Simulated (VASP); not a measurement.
# TePb (I4/mmm) in VASP: settings compared

Aim: see how the results for TePb move with the level of theory and the settings. Levels: r2SCAN, PBE. Tasks: single point.

Everything below comes from runs of VASP 6.6.1. Logs are shortened: lines on timing, memory, paths and dates and some standing lists are left out, and cuts for length are marked.

### 1 The cell of the first run

It takes space group I4/mmm (No. 139, tetragonal). The conventional cell has a = 4.621 Å, b = 4.621 Å, c = 6.312 Å, α = 90.00°, β = 90.00°, γ = 90.00°. Pb (site symmetry 4/mmm) is surrounded by 6 Te at 3.16 to 3.27 Å. Te (site symmetry 4/mmm) has 6 Pb at 3.16 to 3.27 Å as nearest neighbours.

The cell was built by a generator and needn't be a form met in nature.

### 2 Single point, r2SCAN (uniaxial_x strain -3.4%)

Input file POSCAR:

```
TePb
1.0
    0.0000000000      3.2678368520      3.2678368520
    3.1557500480      0.0000000000      3.2678368520
    3.1557500480      3.2678368520      0.0000000000
Pb Te
1 1
Direct
    0.0000000000      0.0000000000      0.0000000000
    0.5000000000      0.5000000000      0.5000000000
```

Input file INCAR.step1:

```
  PREC = Accurate
  ENCUT = 520
  ISMEAR = 0
  SIGMA = 0.01
  LREAL = False
  LASPH = True
  NELM = 100
  NBANDS = 17
  GGA = PE
  ALGO = Normal
  EDIFF = 1E-4
  LWAVE = True
  LCHARG = False
```

Input file INCAR.step2:

```
  PREC = Accurate
  ENCUT = 520
  EDIFF = 1E-6
  ISMEAR = 0
  SIGMA = 0.01
  LREAL = False
  LASPH = True
  NELM = 100
  ALGO = Normal
  ISIF = 2
  LWAVE = False
  LCHARG = False
  METAGGA = R2SCAN
  LMIXTAU = True
  NBANDS = 17
  ISTART = 1
```

Input file KPOINTS:

```
regular mesh
0
Gamma
  8 8 8
```

Potentials or basis: VASP PAW PBE potentials, release 64 (Pb_d, Te).

Started as:

```console
$ cat potpaw_PBE.64/Pb_d/POTCAR potpaw_PBE.64/Te/POTCAR > POTCAR
$ cp INCAR.step1 INCAR
$ mpirun -np 1 vasp_std > vasp.out
$ cp INCAR.step2 INCAR
$ mpirun -np 1 vasp_std > vasp.out
```

OUTCAR:

```text
PREC = Accurate
   ENCUT = 520
   EDIFF = 1E-6
   ISMEAR = 0
   LREAL = False
   LASPH = True
   NELM = 100
   ISIF = 2
   METAGGA = R2SCAN
   ISTART = 1

 ion  position               nearest neighbor table
   1  0.000  0.000  0.000-   2 3.16   2 3.16   2 3.27   2 3.27   2 3.27   2 3.27
   2  0.500  0.500  0.500-   1 3.16   1 3.16   1 3.27   1 3.27   1 3.27   1 3.27

  LATTYP: Found a body centered tetragonal cell.
 ALAT       =     4.6214191957
 C/A-ratio  =     1.3657060372

  Lattice vectors:

 A1 = (  -3.1557500480,   0.0000000000,  -3.2678368520)
 A2 = (  -3.1557500480,   0.0000000000,   3.2678368520)
 A3 = (   3.1557500480,   3.2678368520,   0.0000000000)

Analysis of symmetry for initial positions (statically):
=====================================================================
 Subroutine PRICEL returns:
 Original cell was already a primitive cell.

 Routine SETGRP: Setting up the symmetry group for a
 body centered tetragonal supercell.

 Subroutine GETGRP returns: Found 16 space group operations
 (whereof 16 operations were pure point group operations)
 out of a pool of 16 trial point group operations.

The static configuration has the point symmetry D_4h.

Analysis of symmetry for dynamics (positions and initial velocities):
=====================================================================
 Subroutine PRICEL returns:
 Original cell was already a primitive cell.

 Routine SETGRP: Setting up the symmetry group for a
 body centered tetragonal supercell.

 Subroutine GETGRP returns: Found 16 space group operations
 (whereof 16 operations were pure point group operations)
 out of a pool of 16 trial point group operations.

The dynamic configuration has the point symmetry D_4h.

 Subroutine INISYM returns: Found 16 space group operations
 (whereof 16 operations are pure point group operations),
 and found     1 'primitive' translations

----------------------------------------------------------------------------------------

                                     Primitive cell

  volume of cell :      67.3990

  direct lattice vectors                    reciprocal lattice vectors
     0.000000000  3.267836852  3.267836852    -0.158440939  0.153006415  0.153006415
     3.155750048  0.000000000  3.267836852     0.158440939 -0.153006415  0.153006415
     3.155750048  3.267836852  0.000000000     0.158440939  0.153006415 -0.153006415

  length of vectors
     4.621419196  4.542853295  4.542853295     0.268189218  0.268189218  0.268189218

  position of ions in fractional coordinates (direct lattice)
     0.000000000  0.000000000  0.000000000
     0.500000000  0.500000000  0.500000000

  ion indices of the primitive-cell ions
   primitive index   ion index
                 1           1
                 2           2

----------------------------------------------------------------------------------------

 KPOINTS: regular mesh

Automatic generation of k-mesh.
 Grid dimensions read from file:
 generate k-points for:    8    8    8

 Generating k-lattice:

  Cartesian coordinates                     Fractional coordinates (reciprocal lattice)
    -0.019805117  0.019125802  0.019125802     0.125000000  0.000000000  0.000000000
     0.019805117 -0.019125802  0.019125802     0.000000000  0.125000000 -0.000000000
     0.019805117  0.019125802 -0.019125802     0.000000000 -0.000000000  0.125000000

  Length of vectors
     0.033523652  0.033523652  0.033523652

  Shift w.r.t. Gamma in fractional coordinates (k-lattice)
     0.000000000  0.000000000  0.000000000

 Subroutine IBZKPT returns following result:
 ===========================================

 Found     59 irreducible k-points:

 Following reciprocal coordinates:
            Coordinates               Weight
  0.000000  0.000000  0.000000      1.000000
  0.125000 -0.000000 -0.000000      8.000000
  0.250000 -0.000000 -0.000000      8.000000
  0.375000 -0.000000 -0.000000      8.000000
  0.500000 -0.000000 -0.000000      4.000000
  0.125000  0.125000  0.000000      4.000000
[... 16 lines left out ...]
  0.250000  0.125000  0.125000      4.000000
  0.375000  0.125000  0.125000      8.000000
 [... further k-points ...]
   k-points           NKPTS =     59   k-points in BZ     NKDIM =     59   number of bands    NBANDS=     17
   number of dos      NEDOS =    301   number of ions     NIONS =      2
   total plane-waves  NPLWV =  46656
   dimension x,y,z NGX =    36 NGY =   36 NGZ =   36
   dimension x,y,z NGXF=    72 NGYF=   72 NGZF=   72
   ions per type =               1   1
   NGX,Y,Z   is equivalent  to a cutoff of  12.95, 13.17, 13.17 a.u.
   NGXF,Y,Z  is equivalent  to a cutoff of  25.90, 26.35, 26.35 a.u.
 SYSTEM =  unknown system
   PREC   = accura    normal or accurate (medium, high low for compatibility)
   ISTART =      1    job   : 0-new  1-cont  2-samecut
   ICHARG =      0    charge: 1-file 2-atom 10-const
   ISPIN  =      1    spin polarized calculation?
   LNONCOLLINEAR =      F non collinear calculations
   LSORBIT =      F    spin-orbit coupling
   LASPH  =      T    aspherical Exc in radial PAW
   ENCUT  =  520.0 eV  38.22 Ry    6.18 a.u.   8.59  8.45  8.45*2*pi/ulx,y,z
   NELM   =    100;   NELMIN=  2; NELMDL=  0     # of ELM steps
   EDIFF  = 0.1E-05   stopping-criterion for ELM
   LREAL  =      F    real-space projection
   EDIFFG = 0.1E-04   stopping-criterion for IOM
   NSW    =      0    number of steps for IOM
   IBRION =     -1    ionic relax: 0-MD 1-quasi-New 2-CG
   NFREE  =      0    steps in history (QN), initial steepest desc. (CG)
   ISIF   =      2    stress and relaxation
   ISYM   =      2    0-nonsym 1-usesym 2-fastsym
   POTIM  = 0.5000    time-step for ionic-motion
   TEBEG  =    0.0;   TEEND  =   0.0 temperature during run
   PSTRESS=    0.0 pullay stress
   NELECT =      20.0000    total number of electrons
   NUPDOWN=      -1.0000    fix difference up-down
   EMIN   =  10.00;   EMAX   =-10.00  energy-range for DOS
   EFERMI =   0.00;   METHOD = LEGACY
   ISMEAR =     0;   SIGMA  =   0.01  broadening in eV -4-tet -1-fermi 0-gaus
   EFERMI_NEDOS =   21; number of points for ismear=-14 and -15
   IALGO  =     38    algorithm
   IMIX   =      4    mixing-type and parameters
     AMIX     =   0.40;   BMIX     =  1.00
     AMIX_MAG =   1.60;   BMIX_MAG =  1.00
  volume/ion in A,a.u.               =      33.70       227.42
  Fermi-wavevector in a.u.,A,eV,Ry     =   1.091944  2.063475 16.222795  1.192342
  Thomas-Fermi vector in A             =   2.228200
   LORBIT       =      0    0 simple, 1 ext, 2 COOP (PROOUT), +10 PAW based schemes
   METAGGA = R2SCAN    functional components
   LHFCALC =     F    Hartree Fock is set to
   AEXX    =    0.0000 exact exchange contribution
   IVDW    =     0    specifies the selected vdW correction
   LEPSILON=     F    determine dielectric tensor
   LRPA    =     F    only Hartree local field effects (RPA)
 non-spin polarized calculation
 Gauss-broadening in eV      SIGMA  =   0.01
  energy-cutoff  :      520.00
  volume of cell :       67.40
 maximum number of plane-waves:      1836
 NGX is ok and might be reduce to    36
   NGX = 17   NGY = 17   NGZ = 17

 number of electron      20.0000004 magnetization

 Free energy of the ion-electron system (eV)
  ---------------------------------------------------
  ext. energy  EPLUGINS =         0.00000000
  ---------------------------------------------------
  free energy    TOTEN  =       -82.67183090 eV

  energy without entropy =      -82.67183090  energy(sigma->0) =      -82.67183090

 E-fermi :   5.6851     XC(G=0):  -9.8184

 val. band max:        5.5714471838   @ k =   0.5000  -0.0000  -0.0000
 cond. band min:       6.5125645644   @ k =   0.5000  -0.0000  -0.0000
 fundamental gap:      0.9411173805
 Fermi energy:         5.6850612819

 k-point     1 :       0.0000    0.0000    0.0000
  band No.  band energies     occupation
      1     -11.8587      2.00000
      2     -11.8465      2.00000
      3     -11.8464      2.00000
      4     -11.8357      2.00000
      5     -11.8357      2.00000
      6      -7.0074      2.00000
[... 9 lines left out ...]
     16      11.8446      0.00000
     17      13.4064      0.00000

 k-point     2 :       0.1250   -0.0000   -0.0000
  band No.  band energies     occupation
      1     -11.8602      2.00000
      2     -11.8493      2.00000
      3     -11.8449      2.00000
      4     -11.8344      2.00000
      5     -11.8335      2.00000
      6      -6.8664      2.00000
[... 9 lines left out ...]
     16      12.0637      0.00000
     17      14.3147      0.00000

 k-point     3 :       0.2500   -0.0000   -0.0000
  band No.  band energies     occupation
      1     -11.8647      2.00000
      2     -11.8562      2.00000
      3     -11.8424      2.00000
      4     -11.8303      2.00000
      5     -11.8273      2.00000
      6      -6.4604      2.00000
[... 9 lines left out ...]
     16      12.8449      0.00000
     17      16.1624      0.00000

 k-point     4 :       0.3750   -0.0000   -0.0000
  band No.  band energies     occupation
      1     -11.8697      2.00000
      2     -11.8632      2.00000
      3     -11.8408      2.00000
      4     -11.8253      2.00000
      5     -11.8204      2.00000
      6      -5.8745      2.00000
[... 9 lines left out ...]
     16      14.1501      0.00000
     17      16.7552      0.00000
[... 343 lines left out ...]
      1     -11.8568      2.00000
      2     -11.8532      2.00000
      3     -11.8479      2.00000
      4     -11.8319      2.00000
      5     -11.8319      2.00000
      6      -6.8052      2.00000
[... 9 lines left out ...]
     16      12.5438      0.00000
     17      13.6062      0.00000

 k-point    23 :       0.2500    0.1250    0.1250
  band No.  band energies     occupation
      1     -11.8645      2.00000
      2     -11.8529      2.00000
      3     -11.8397      2.00000
      4     -11.8343      2.00000
      5     -11.8314      2.00000
      6      -6.6501      2.00000
[... 9 lines left out ...]
     16      13.2775      0.00000
     17      14.8390      0.00000

 k-point    24 :       0.3750    0.1250    0.1250
  band No.  band energies     occupation
      1     -11.8683      2.00000
      2     -11.8613      2.00000
      3     -11.8375      2.00000
      4     -11.8302      2.00000
      5     -11.8257      2.00000
      6      -6.1895      2.00000
[... 9 lines left out ...]
     16      14.6493      0.00000
     17      16.0132      0.00000

 [... further k-points ...]

------------------------ aborting loop because EDIFF is reached ----------------------------------------

  FORCE on cell =-STRESS in cart. coord.  units (eV):
  Direction    XX          YY          ZZ          XY          YZ          ZX
  --------------------------------------------------------------------------------------
  -------------------------------------------------------------------------------------
  Total        2.0562755      0.0760340      0.0760340      0.0000000      0.0000000     -0.0000000
  in kB       48.8808274      1.8074458      1.8074458      0.0000000      0.0000000     -0.0000000
  external PRESSURE =      17.4985730 kB  Pullay stress =       0.0000000 kB

 VOLUME and BASIS-vectors are now :
 -----------------------------------------------------------------------------
  energy-cutoff  :      520.00
  volume of cell :       67.40
      direct lattice vectors                 reciprocal lattice vectors
     0.000000000  3.267836852  3.267836852    -0.158440939  0.153006415  0.153006415
     3.155750048  0.000000000  3.267836852     0.158440939 -0.153006415  0.153006415
     3.155750048  3.267836852  0.000000000     0.158440939  0.153006415 -0.153006415

 POSITION                                       TOTAL-FORCE (eV/Angst)
 -----------------------------------------------------------------------------------
      0.00000      0.00000      0.00000        -0.000000     -0.000000     -0.000000
      3.15575      3.26784      3.26784         0.000000      0.000000      0.000000
 -----------------------------------------------------------------------------------
    total drift:                               -0.000000      0.000000      0.000000

  FREE ENERGIE OF THE ION-ELECTRON SYSTEM (eV)
  ---------------------------------------------------
  free  energy   TOTEN  =       -82.6718308961 eV

  energy  without entropy=      -82.6718308961  energy(sigma->0) =      -82.67183090
```

Run time: 1.7 min. Hardware: 1 thread of Intel Xeon 6975P-C (Granite Rapids), shared host; peak memory 0.25 GiB.

What came out:

| Quantity | Value |
| --- | --- |
| Free energy | -82.6718 eV |
| Pressure | 1.7 GPa |
| Band gap on the k mesh | 0.94 eV, direct |

Caveat: the PAW data sets were made with another functional, which shifts forces and pressure a little; spin-orbit coupling is left out, which as a rule narrows the gap of such compounds by several tenths of an eV. A k mesh can miss the band edges.

### 3 Single point, PBE (epitaxial_111 strain -3.6%)

Input file INCAR:

```
SYSTEM = TePb
PREC     = Accurate       ! precision mode
ENCUT    = 520            ! plane-wave cutoff, eV
EDIFF    = 1E-7           ! SCF threshold, eV
ISMEAR   = -1             ! smearing method
SIGMA    = 0.02           ! smearing width, eV
LREAL    = .FALSE.        ! projectors in reciprocal space
LASPH    = .TRUE.         ! aspherical terms in the spheres
NELM     = 100            ! most SCF steps
ALGO     = Fast           ! electronic algorithm
ISIF     = 2              ! what is computed and relaxed
LWAVE    = .FALSE.        ! write WAVECAR
LCHARG   = .FALSE.        ! write CHGCAR
GGA      = PE             ! functional
NBANDS   = 17             ! bands
```

Input file KPOINTS:

```
regular mesh
0
G
  8 8 8
  0 0 0
```

Input file POSCAR:

```
TePb
1.0
    0.1587716267      3.3086395683      3.3086395683
    3.3086395683      0.1587716267      3.3086395683
    3.3086395683      3.3086395683      0.1587716267
Pb Te
1 1
Direct
    0.0000000000      0.0000000000      0.0000000000
    0.5000000000      0.5000000000      0.5000000000
```

Potentials or basis: VASP PAW PBE potentials, release 64 (Pb_d, Te).

Started as:

```console
$ cat potpaw_PBE.64/Pb_d/POTCAR potpaw_PBE.64/Te/POTCAR > POTCAR
$ mpirun -np 1 vasp_std > vasp.out
```

It took 49 s on 1 thread of Intel Xeon 6975P-C (Granite Rapids), shared host; peak memory 0.25 GiB.

It converged, with:

| Property | Result |
| --- | --- |
| Free energy | -7.4759 eV |
| Pressure | 2.2 GPa |
| Band gap on the k mesh | 0.15 eV, indirect (least direct gap 0.57 eV) |

Stress tensor (GPa, compression positive):
```
 2.20 -0.75 -0.75
-0.75  2.20 -0.75
-0.75 -0.75  2.20
```

Levels at points of the mesh, in eV from the valence-band top:
```csv
k point,band 6,band 7,band 8,band 9,band 10,band 11,band 12,band 13,band 14,band 15
"(0.00, 0.00, 0.00)",-12.36,-5.95,-2.11,-1.45,-1.45,3.72,3.72,3.92,4.99,5.77
"(0.50, 0.00, 0.00)",-10.87,-8.86,-1.42,-1.16,-0.42,0.15,0.84,0.99,7.93,7.97
"(0.50, 0.50, 0.00)",-10.66,-7.63,-4.84,-3.35,-2.89,2.98,5.03,5.14,6.36,9.65
"(0.50, 0.50, 0.50)",-11.02,-9.10,-0.98,-0.98,0.00,0.78,1.28,1.28,7.86,8.59
```

Caveat: spin-orbit coupling is left out, which as a rule narrows the gap of such compounds by several tenths of an eV.
